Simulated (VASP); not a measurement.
NiO:

```
CELL_PARAMETERS angstrom
0.00000 2.09131 2.09131
2.09131 0.00000 2.09131
2.09131 2.09131 0.00000
ATOMIC_POSITIONS crystal
Ni 0.00000 0.00000 0.00000
O 0.50000 0.50000 0.50000
```

```yaml
Program: VASP 6.6.1
Task: relaxation of cell and atoms
Functional: PBE
Potentials_or_basis: VASP PAW PBE potentials, release 64 (Ni_GW, O_GW)
Cutoff: 900 eV
k_mesh: 8 × 8 × 8
Occupations: fermi-dirac, width 0.05 eV
Spin: collinear spin, ferromagnetic start
Starting_moments: "[1.0, 0.0] μB"
```

At the start: pressure 4.4 GPa; volume 9.15 Å³/atom.

Q: Where does the relaxation end?

A: Over 3 steps the energy falls by 2.9 meV/atom and the volume is 9.36 Å³/atom (+2.3 %); space group Fm-3m (No. 225, to 0.05 Å); moment 1.83 μB per cell.

Step by step:
```tsv
step	energy change (eV)	largest force (eV/Å)	pressure (GPa)	volume (Å³)
1	0.0000	0.0000	4.45	18.29
2	-0.0040	0.0000	-2.32	18.97
3	-0.0058	0.0000	0.02	18.72
```

Final structure:
```xyz
2
Lattice="0.0000 2.1076 2.1076 2.1076 0.0000 2.1076 2.1076 2.1076 0.0000" Properties=species:S:1:pos:R:3 pbc="T T T"
Ni    0.0000    0.0000    0.0000
O     2.1076    2.1076    2.1076
```

Caveat: a cell with one magnetic atom can't hold antiferromagnetic order, which such compounds often take.
